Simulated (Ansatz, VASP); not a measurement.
**Hg2Ge in two plane-wave programs**

One calculation is typed for both programs; each brings its own data sets and cutoff. How far apart do they land? The cell is generated by rule, not measured, and may not be a known phase. The cell is taken from a series of VASP runs on this material, whose earlier steps may have relaxed, scaled or displaced it; both programs get it as it stands.

Method: plane waves, with VASP 6.6.1 beside it; band structure at LDA, spin-orbit coupling, in Ansatz 0.2.0.

The structure was built from a prototype and need not be the compound's stable phase.

## Step 1: Set-up

Symmetry: Fm-3m, No. 225, cubic system. Conventional cell: a = 6.066 Å, b = 6.066 Å, c = 6.066 Å, α = 90.00°, β = 90.00°, γ = 90.00°. Nearest to Ge lie 8 Hg at 2.63 Å. Hg has 4 Ge at 2.63 Å nearest. Farther neighbours are not listed.

## Step 2: Ansatz: band structure, LDA, spin-orbit coupling

Ansatz runs on its fully relativistic PAW (standard-fr) files.

With cell and atoms fixed, the geometry can't cause a difference; cores, projectors, grids and the points listed under the comparison can.

The input, input.yaml:

```yaml
crystal:
  lattice:
    - [0.0, 3.03282, 3.03282]
    - [3.03282, 0.0, 3.03282]
    - [3.03282, 3.03282, 0.0]
  atoms:
    - { symbol: Ge, position: [0.0, 0.0, 0.0] }
    - { symbol: Hg, position: [0.25, 0.25, 0.25] }
    - { symbol: Hg, position: [0.75, 0.75, 0.75] }
hamiltonian:
  xc: lda
  pseudopotentials: { kind: paw_fr }
magnetization:
  noncollinear: true
  spin_orbit: true
kpoints:
  mp_grid: { grid: [8, 8, 8] }
  band_path:
    path:
      - [0.0, 0.0, 0.0]
      - [0.16667, 0.0, 0.16667]
      - [0.33333, 0.0, 0.33333]
      - [0.5, 0.0, 0.5]
      - [0.5, 0.08333, 0.58333]
      - [0.5, 0.18333, 0.68333]
      - [0.5, 0.25, 0.75]
      - [0.45, 0.3, 0.75]
      - [0.40833, 0.34167, 0.75]
      - [0.35, 0.35, 0.7]
      - [0.225, 0.225, 0.45]
      - [0.075, 0.075, 0.15]
      - [0.03333, 0.03333, 0.03333]
      - [0.23333, 0.23333, 0.23333]
      - [0.4, 0.4, 0.4]
      - [0.51667, 0.46667, 0.51667]
      - [0.55833, 0.38333, 0.55833]
      - [0.60833, 0.28333, 0.60833]
      - [0.60833, 0.25, 0.64167]
      - [0.55833, 0.25, 0.69167]
      - [0.51667, 0.25, 0.73333]
      - [0.5, 0.3, 0.7]
      - [0.5, 0.38333, 0.61667]
      - [0.5, 0.48333, 0.51667]
      - [0.475, 0.475, 0.55]
      - [0.425, 0.425, 0.65]
      - [0.38333, 0.38333, 0.73333]
      - [0.59167, 0.18333, 0.59167]
      - [0.55, 0.1, 0.55]
      - [0.5, 0.0, 0.5]
    npoints: 1
scf:
  occupations: { method: gaussian, width: 0.02 }
  n_extra_bands: 14
output:
  forces: true
  stress: true
  eigenvalues: true
```

The run is started by

```console
$ ansatz run input.yaml --threads 2 --pin off --max-ram 4608MiB --backend cpu --events-out ev --progress --plain --runs-dir out
```

Numbers of over 12 decimals in the logs are rounded to 6 here.

Log:

```text
scf.n_extra_bands = 14 over 54 filled bands (N_el = 54.0): the run solves 68 bands
Engine: ansatz 0.2.0, aarch64-unknown-linux-gnu
Pseudopotentials: kind: paw_fr
Pseudopotential: Ge, paw_fr, valence charge 14, recommended cutoff 420 eV (normal), Ge.paw.azcp#standard-fr
Pseudopotential: Hg, paw_fr, valence charge 20, recommended cutoff 420 eV (normal), Hg.paw.azcp#standard-fr
Functional definition: SPW92
  exchange = slater_x
  correlation = pw_c
non-collinear run that drives no moment, with spin-orbit: no starting moment large enough to seed its density (crystal.atoms[].spin), no starting occupations that ask for one, no magnetisation constraint and no magnetic field, so the semilocal B_xc is pinned to zero
Crystal: 3 atoms, lattice volume = 55.792 Å³
Basis set: ecut = 420 eV, 1067 PW (Γ)
Bands: 68, of which v1, the nominal top of the filled ones, is band 54 counted from 1 (53 counted from 0)
Symmetry: 48 space group operations + 48 with time reversal
Magnetic group: BNS 225.117 (UNI 1619), of the structure as read, at distance tolerance 3.8e-5 Å
k-points: 29 of 512
Projection manifold: j_resolved (fully-relativistic pseudo-atomic orbitals)
Non-local potential: Ge, projectors of the file, l = 0: 2, l = 1: 4, l = 2: 6, l = 3: 2
Non-local potential: Hg, projectors of the file, l = 0: 3, l = 1: 4, l = 2: 4, l = 3: 2
PAW form: soft (Blöchl's): semilocal exchange-correlation on the pseudo side does not see the compensation charge
PAW frozen core: Ge, regenerated for the run's functional, and the local potential with it (the file was generated under x = pbe(κ = 0.804, μ = 0.219515), c = pbe(β = 0.066725))
PAW frozen core: Hg, regenerated for the run's functional, and the local potential with it (the file was generated under x = pbe(κ = 0.804, μ = 0.219515), c = pbe(β = 0.066725))
PAW one-centre angular grid: Ge, 590 points (default); XC on 64 Gauss nodes
PAW one-centre angular grid: Hg, 590 points (default); XC on 64 Gauss nodes
Initial density: superposition of atomic densities (chi_scale 0.1, normalization cell, long waves kept (reshape's long-wave potential 0.00 eV rms))
Initial wavefunctions: pseudopotential atomic-orbital guess
Functional: x = slater, c = lda
SCF iter   1: F=—  HF=-31338.300221 eV  |F-HF|=—  |Δ(HF+E_count)|=         —  Δρ=4.68e-2  dr2=1.80e0  dr2_m=0.00e0 (ungated)  ethr=3.10e-3  |M|=0.00e0 ∫|m|=0.00e0 μB  |m|>n=0.0e0 m-floor=0.0e0 τ_xc=0.0e0  β_m=0.30  ⟨swp⟩=6.1  Hψ=4242  notcnv=0  defer=40
preconditioner: auto → none  [insulator: Δε(μ)=0.061 eV  Ē_g=17.579 eV  σ=0.020 eV  W_gap=0.87  n_scr=14 (ndim 8)  ℏωp=30.6 eV  f_vac=0.039  D(μ)=0.49/eV (n_scr^D=0)  ε∞_Penn≈4.0]
SCF iter   2: F=—  HF=-31337.763181 eV  |F-HF|=—  |Δ(HF+E_count)|=   5.37e-1  Δρ=1.65e-2  dr2=1.48e-1  dr2_m=0.00e0 (ungated)  ethr=3.10e-3  |M|=0.00e0 ∫|m|=0.00e0 μB  |m|>n=0.0e0 m-floor=0.0e0 τ_xc=0.0e0  β_m=0.36  ⟨swp⟩=2.3  Hψ=1503  notcnv=0  defer=234
preconditioner: auto → Kerker (q_TF=auto, 2.713 Å⁻¹)  [metal: Δε(μ)=0.009 eV  Ē_g=17.706 eV  σ=0.020 eV  W_gap=0.24  n_scr=14 (ndim 8)  ℏωp=30.6 eV  f_vac=0.043  D(μ)=1.68/eV (n_scr^D=14)]
spin=Noncollinear: Kerker preconditioning applied to the charge; magnetization (m_x, m_y, m_z) channels mix plain (no charge-response kernel on spin).
SCF iter   3: F=—  HF=-31337.715096 eV  |F-HF|=—  |Δ(HF+E_count)|=   4.81e-2  Δρ=8.80e-3  dr2=1.96e-2  dr2_m=0.00e0 (ungated)  ethr=2.74e-4  |M|=0.00e0 ∫|m|=0.00e0 μB  |m|>n=0.0e0 m-floor=0.0e0 τ_xc=0.0e0  β_m=0.58  ⟨swp⟩=2.0  Hψ=1366  notcnv=0  defer=238
SCF iter   4: F=—  HF=-31337.706600 eV  |F-HF|=—  |Δ(HF+E_count)|=   8.50e-3  Δρ=2.08e-3  dr2=2.07e-3  dr2_m=0.00e0 (ungated)  ethr=3.63e-5  |M|=0.00e0 ∫|m|=0.00e0 μB  |m|>n=0.0e0 m-floor=0.0e0 τ_xc=0.0e0  β_m=0.57  ⟨swp⟩=2.1  Hψ=1825  notcnv=0  defer=246
SCF iter   5: F=—  HF=-31337.706152 eV  |F-HF|=—  |Δ(HF+E_count)|=   4.48e-4  Δρ=9.12e-4  dr2=5.01e-4  dr2_m=0.00e0 (ungated)  ethr=3.84e-6  |M|=0.00e0 ∫|m|=0.00e0 μB  |m|>n=0.0e0 m-floor=0.0e0 τ_xc=0.0e0  β_m=0.79  ⟨swp⟩=2.0  Hψ=1243  notcnv=0  defer=246
SCF iter   6: F=—  HF=-31337.706031 eV  |F-HF|=—  |Δ(HF+E_count)|=   1.21e-4  Δρ=1.91e-4  dr2=3.72e-5  dr2_m=0.00e0 (ungated)  ethr=9.28e-7  |M|=0.00e0 ∫|m|=0.00e0 μB  |m|>n=0.0e0 m-floor=0.0e0 τ_xc=0.0e0  β_m=0.89  ⟨swp⟩=2.0  Hψ=1410  notcnv=0  defer=246
SCF iter   7: F=—  HF=-31337.706020 eV  |F-HF|=—  |Δ(HF+E_count)|=   1.11e-5  Δρ=9.28e-5  dr2=1.09e-5  dr2_m=0.00e0 (ungated)  ethr=6.90e-8  |M|=0.00e0 ∫|m|=0.00e0 μB  |m|>n=0.0e0 m-floor=0.0e0 τ_xc=0.0e0  β_m=0.95  ⟨swp⟩=2.3  Hψ=1465  notcnv=0  defer=246
SCF iter   8: F=—  HF=-31337.706019 eV  |F-HF|=—  |Δ(HF+E_count)|=   5.44e-7  Δρ=1.82e-5  dr2=2.51e-7  dr2_m=0.00e0 (ungated)  ethr=2.02e-8  |M|=0.00e0 ∫|m|=0.00e0 μB  |m|>n=0.0e0 m-floor=0.0e0 τ_xc=0.0e0  β_m=0.97  ⟨swp⟩=2.0  Hψ=1112  notcnv=0  defer=246
SCF iter   9: F=-31337.706019 eV  HF=-31337.706019 eV  |F-HF|=8.66e-10  |Δ(HF+E_count)|=   1.80e-9  Δρ=2.84e-6  dr2=2.85e-9  dr2_m=0.00e0 (ungated)  ethr=1.85e-10  |M|=0.00e0 ∫|m|=0.00e0 μB  |m|>n=0.0e0 m-floor=0.0e0 τ_xc=0.0e0  ⟨swp⟩=9.7  Hψ=4426  notcnv=0
SCF 1 converged in 9 iterations: F = -31337.706019 eV  dr2 = 2.85e-9
  greatest PAW one-centre occupation: 1.000 electrons in one spin orbital (limit 2), on the Hg atom at site 2 (counted from 0), in its partial waves of l = 0
NSCF: frozen V_eff on 30 k-points
SCF converged after 9 iterations
Magnetization: |M| = 0.0000 μB,  M = (+0.0000, +0.0000, +0.0000) μB
Absolute magnetization: 0.0000 μB (∫|m|)
  site 0: m = (+0.0000, +0.0000, +0.0000) μB, |m| = 0.0000 μB  (R = 1.08 Å)
  site 1: m = (+0.0000, +0.0000, +0.0000) μB, |m| = 0.0000 μB  (R = 1.08 Å)
  site 2: m = (+0.0000, +0.0000, +0.0000) μB, |m| = 0.0000 μB  (R = 1.08 Å)
Free energy (F): -31337.706019 eV
Harris-Foulkes:  -31337.706019 eV  (|F-HF|=8.66e-10)
Internal energy: -31337.705808 eV  (E = F + TS)
E sigma→0 (E₀):  -31337.705913 eV
Entropy (-TS):   -0.000212 eV (-0.071 meV/atom)
Fermi energy:    17.333177 eV
--- Per-component energies (eV) ---
  E_band       = -779.455569
  E_kinetic    = 1332.403378
  E_local      = -6879.618847  (includes V_loc(G=0)·N_el)
  E_nonlocal   = 548.285309
  E_hartree    = 3006.095464
  E_xc         = -520.882323
  E_vxc        = -599.229383  (∫ρ·V_xc dr)
  E_paw        = -21305.773382  (= ΣΔE_a)
  E_vpaw       = -1193.489150  (= ΣTr[D̂ρ^β])
  E_aug_tail   = 0.001880  (compensation charges beyond the density's cutoff)
  E_ewald      = -7521.302414
  E_core_change = 3.085127  (= ΣΔE_core)
  E_smearing   = -0.000212  (= −TS)
  E_closure    = 0.000000  (closes the sum)
  Σ components = -31337.706019   (vs F -31337.706019, Δ=0.00e0)
--- Forces (eV/Å), atoms counted from 1 ---
  atom   1  Ge    -0.00000000     0.00000000    -0.00000000
  atom   2  Hg    -0.00000000     0.00000000    -0.00000000
  atom   3  Hg     0.00000000     0.00000000    -0.00000000
  max |Σ_I F_I| component: 1.85e-17 eV/Å
--- Stress (GPa, compression-positive) ---
       20.774351      -0.000000      -0.000000
        0.000000      20.774351       0.000000
       -0.000000      -0.000000      20.774351
  P = ⅓ Tr σ = 20.7744 GPa (207.744 kbar)
--- Band table (eV; the first three rows and the last of 29) ---
  k-point 0: bands = [... 50 lower, 17.8067, 17.8067, 18.7550, 18.7550, 19.1841, 19.1841, 19.1841, 19.1841, ... 10 higher]
  k-point 1: bands = [... 50 lower, 16.9097, 16.9097, 18.0948, 18.0948, 18.5728, 18.5728, 19.3943, 19.3943, ... 10 higher]
  k-point 2: bands = [... 50 lower, 16.5337, 16.5337, 17.6669, 17.6669, 17.9798, 17.9798, 20.0315, 20.0315, ... 10 higher]
  k-point 28: bands = [... 50 lower, 12.5319, 12.5319, 12.8970, 12.8970, 20.4164, 20.4164, 20.4395, 20.4395, ... 10 higher]
```

Elapsed: 24 s, on 2 threads of Arm Neoverse V1, shared host; peak memory 0.57 GiB.

Reading the cycles: dr2 is the Hartree energy of the density residual (eV), the measure of convergence; HF is the Harris–Foulkes estimate of the energy, which meets the free energy F at convergence.

## Step 3: VASP: band structure, LDA, spin-orbit coupling

The same cell, functional (in two slightly different forms), mesh and smearing now go to VASP, with its own data sets and cutoff.

Lines of VASP's logs that name or quote its potential files are left out, and so is its time.

The input, INCAR:

```
SYSTEM = Hg2Ge
PREC = Accurate
ENCUT = 410
EDIFF = 1E-06
NELM = 100
ISMEAR = 0
SIGMA = 0.02
LREAL = .FALSE.
ALGO = Normal
GGA = CA
LNONCOLLINEAR = .TRUE.
MAGMOM = 0 0 0 0 0 0 0 0 0
NBANDS = 50
GGA_COMPAT = .FALSE.
LASPH = .TRUE.
LSORBIT = .TRUE.
LORBIT = 11
LWAVE = .FALSE.
LCHARG = .FALSE.
KPAR = 4
ISIF = 2
```

The input, POSCAR:

```
Hg2Ge
1.0
    0.0000000000      3.0328200000      3.0328200000
    3.0328200000      0.0000000000      3.0328200000
    3.0328200000      3.0328200000      0.0000000000
Ge Hg
1 2
Direct
    0.0000000000      0.0000000000      0.0000000000
    0.2500000000      0.2500000000      0.2500000000
    0.7500000000      0.7500000000      0.7500000000
```

The input, KPOINTS:

```
Automatic mesh
0
Gamma
8 8 8
0 0 0
```

The input, KPOINTS_OPT:

```
Line mode
16
Line-mode
Reciprocal
  0.00000000   0.00000000   0.00000000 GAMMA
  0.50000000   0.00000000   0.50000000 X

  0.50000000   0.00000000   0.50000000 X
  0.50000000   0.25000000   0.75000000 W

  0.50000000   0.25000000   0.75000000 W
  0.37500000   0.37500000   0.75000000 K

  0.37500000   0.37500000   0.75000000 K
  0.00000000   0.00000000   0.00000000 GAMMA

  0.00000000   0.00000000   0.00000000 GAMMA
  0.50000000   0.50000000   0.50000000 L

  0.50000000   0.50000000   0.50000000 L
  0.62500000   0.25000000   0.62500000 U

  0.62500000   0.25000000   0.62500000 U
  0.50000000   0.25000000   0.75000000 W

  0.50000000   0.25000000   0.75000000 W
  0.50000000   0.50000000   0.50000000 L

  0.50000000   0.50000000   0.50000000 L
  0.37500000   0.37500000   0.75000000 K

  0.62500000   0.25000000   0.62500000 U
  0.50000000   0.00000000   0.50000000 X
```

The projector-augmented-wave data sets are Ge_d and Hg (LDA family, release 64).

The run is started by

```console
$ mpirun -np 4 vasp_ncl
```

Log:

```text
[banner, memory and clock lines left out]
running    4 mpi-ranks, on    1 nodes
 distrk:  each k-point on    1 cores,    4 groups
 distr:  one band on    1 cores,    1 groups

 POSCAR found type information on POSCAR GeHg
 POSCAR found :  2 types and       3 ions
 LDA part: xc-table for (Slater(with rela. corr.)+CA(PZ))
 , standard interpolation
 POSCAR, INCAR and KPOINTS ok, starting setup
 FFT: planning ... GRIDC
 FFT: planning ... GRID_SOFT
 FFT: planning ... GRID
 WAVECAR not read
 entering main loop
       N       E                     dE             d eps       ncg     rms          rms(c)
DAV:   1     0.389014203768E+03    0.38901E+03   -0.15778E+04  3798   0.288E+03
DAV:   2     0.453438472698E+02   -0.34367E+03   -0.32665E+03  2900   0.780E+02
DAV:   3    -0.463321760863E+01   -0.49977E+02   -0.48962E+02  3202   0.180E+02
DAV:   4    -0.703070400119E+01   -0.23975E+01   -0.23900E+01  3262   0.442E+01
DAV:   5    -0.707096320776E+01   -0.40259E-01   -0.40249E-01  3200   0.588E+00    0.164E+01
DAV:   6    -0.655753880060E+01    0.51342E+00   -0.10080E+00  3352   0.124E+01    0.112E+01
DAV:   7    -0.651307341799E+01    0.44465E-01   -0.23883E-01  3094   0.350E+00    0.375E+00
DAV:   8    -0.650647170994E+01    0.66017E-02   -0.41256E-02  3242   0.260E+00    0.973E-01
DAV:   9    -0.650627954397E+01    0.19217E-03   -0.11705E-03  3148   0.358E-01    0.167E-01
DAV:  10    -0.650615287040E+01    0.12667E-03   -0.81155E-04  3532   0.409E-01    0.764E-02
DAV:  11    -0.650611916309E+01    0.33707E-04   -0.76630E-05  3274   0.114E-01    0.195E-02
DAV:  12    -0.650611948613E+01   -0.32303E-06   -0.60545E-05  3636   0.890E-02    0.130E-02
DAV:  13    -0.650611651947E+01    0.29667E-05   -0.84426E-06  3110   0.386E-02    0.370E-03
DAV:  14    -0.650611634789E+01    0.17158E-06   -0.85985E-07  2078   0.755E-03
   1 F= -.65061163E+01 E0= -.65060102E+01  d E =-.212254E-03  mag=     0.0000     0.0000     0.0000
 Start KPOINTS_OPT (optional k-point list driver)
k-point batch [1-29\160]
       N       E                     dE             ncg
DAV:   1     0.444419618941E+04   -0.18250E+05     3818
DAV:   2    -0.547147340097E+04   -0.99157E+04     2900
DAV:   3    -0.688832751849E+04   -0.14169E+04     3220
DAV:   4    -0.695397386162E+04   -0.65646E+02     3250
DAV:   5    -0.695507986644E+04   -0.11060E+01     3300
DAV:   6    -0.695510310372E+04   -0.23237E-01     3310
DAV:   7    -0.695510388951E+04   -0.78579E-03     3292
DAV:   8    -0.695510392628E+04   -0.36773E-04     3314
DAV:   9    -0.695510392801E+04   -0.17352E-05     2368
DAV:  10    -0.695510392813E+04   -0.11547E-06     1996
[...]
k-point batch [146-160\160]
       N       E                     dE             ncg
DAV:   1     0.167107522252E+05   -0.14216E+05     1922
DAV:   2     0.115100969386E+05   -0.52007E+04     1508
DAV:   3     0.107754592962E+05   -0.73464E+03     1656
DAV:   4     0.107430577382E+05   -0.32402E+02     1744
DAV:   5     0.107425268241E+05   -0.53091E+00     1674
DAV:   6     0.107425164790E+05   -0.10345E-01     1714
DAV:   7     0.107425161454E+05   -0.33363E-03     1660
DAV:   8     0.107425161307E+05   -0.14645E-04     1712
DAV:   9     0.107425161300E+05   -0.70499E-06     1194
```

[end of part 1 of 2]

[Lines on the potential files, build, host, timing and source positions are cut from VASP's logs without a mark.]

[Logs are printed without paths, hosts, clocks, repeated set-up lines and the standing remarks that a program may print on its own settings, such as how far it seeks lower states.]

[Hosts, paths, dates, database ids (printed as entryN), source tags and the programs' standing remarks are cut or masked in the printed files.]
